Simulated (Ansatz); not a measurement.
## Phases of Mn at 43 GPa

Structure types of Mn are relaxed in primitive cells with their symmetry kept at 43 GPa, first on PAW files, then by LAPW. The enthalpy is E + pV at zero temperature, without zero-point motion. Only the types listed were tried, and differences under about 5 meV/atom are mesh noise. Not among the end structures: fcc, bcc, which may lie lower.

All numbers are PBE results (scalar-relativistic) from Ansatz 0.2.0, with Fermi–Dirac smearing of 0.05 eV, spin-polarised from start moments Mn1 3, Mn2 3 μB. Methods: LAPW: all electrons, basis error target 0.5 meV/atom; PAW: frozen-core files, cutoff 420 eV.

k meshes: hcp 18×18×10, diamond 14×14×14, omega 10×10×13, beta tin 19×19×19.

Antiferromagnetic order, which Cr and Mn prefer near zero pressure, wasn't tried. The start moments died away, and the runs ended non-magnetic.

**Question.** Which type is lowest in enthalpy, and by how much?

**Answer.** hcp, 59 meV/atom below omega. The whole table:

| start type | ends as | a, b, c (Å) | V (Å³/atom) | H − H(lowest), LAPW (meV/atom) | same, PAW | moment (μB/atom) |
| --- | --- | --- | --- | --- | --- | --- |
| hcp | hcp, P6_3/mmc | 2.386, 2.386, 3.859 | 9.51 | 0.0 | 0.0 | 0.00 |
| diamond | diamond, Fd-3m | 4.637, 4.637, 4.637 | 12.46 | 2314.6 | 2315.4 | 0.00 |
| omega | omega, P6/mmm | 3.754, 3.754, 2.349 | 9.56 | 59.4 | 59.7 | 0.00 |
| beta tin | beta tin, I4_1/amd | 4.226, 4.226, 2.252 | 10.05 | 803.2 | 803.7 | 0.00 |

**Question.** Split the lead of hcp over omega into energy and pV.

**Answer.** For omega less hcp: ΔE = +47.8 meV/atom, and p·ΔV = 43 GPa × +0.0432 Å³ × 6.242 meV/(GPa·Å³) = +11.6 meV/atom, together 59.4 meV/atom. hcp wins on both counts.
